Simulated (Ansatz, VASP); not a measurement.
Two plane-wave programs on Nb

File INCAR:

```
SYSTEM = Nb
ALGO = Normal ; EDIFF = 1E-7
ENCUT = 520 ; GGA = PS
ISIF = 2 ; ISMEAR = -1
LASPH = .True. ; LCHARG = .False.
LREAL = .False. ; LWAVE = .False.
NBANDS = 12 ; NELM = 100
PREC = Accurate ; SIGMA = 0.05
```

KPOINTS

```
k-points
0
Gamma
  11 11 11
  0 0 0
```

Contents of POSCAR:

```
Nb
1.0
    0.0000000000      2.1428321391      2.1428321391
    2.1428321391      0.0000000000      2.1428321391
    2.1428321391      2.1428321391      0.0000000000
Nb
1
Direct
    0.0000000000      0.0000000000      0.0000000000
```

The input input.yaml:

```yaml
crystal:
  lattice:
    - [0.0, 2.1428321391, 2.1428321391]
    - [2.1428321391, 0.0, 2.1428321391]
    - [2.1428321391, 2.1428321391, 0.0]
  atoms:
    - { symbol: Nb, position: [0.0, 0.0, 0.0] }
hamiltonian:
  xc: pbesol
  pseudopotentials: { kind: paw }
kpoints:
  mp_grid: { grid: [11, 11, 11] }
scf:
  occupations: { method: fermi_dirac, width: 0.05 }
output:
  forces: true
  stress: true
  eigenvalues: true
```

Change from the starting cell: volume scaled by 1.04.

Alike in both runs: task single point; functional PBEsol; k mesh 11 × 11 × 11; occupations fermi-dirac, width 0.05 eV; no spin polarisation.

|  | VASP | Ansatz |
| --- | --- | --- |
| version | VASP 6.6.1 | Ansatz 0.2.0 |
| potentials or method | VASP PAW PBE potentials, release 64 (Nb_sv) | Ansatz PAW |
| plane-wave cutoff (eV) | 520 | 420 |
| valence electrons in the cell | 13 | 13 |

Ansatz gave:

* gap on the k mesh at the Fermi level (eV): none
* pressure (GPa): -12.7

Task: Which values does VASP return?

Result: gap on the k mesh at the Fermi level (eV): none; pressure (GPa): -12.9.

A gap of «none» marks a metal or a gap that the smearing closes.

Caveats: the PAW data sets were made with another functional, which shifts forces and pressure a little (VASP); the PAW data sets come from PBE, with cores solved anew for the run's functional, which leaves a small shift of forces and pressure (Ansatz).
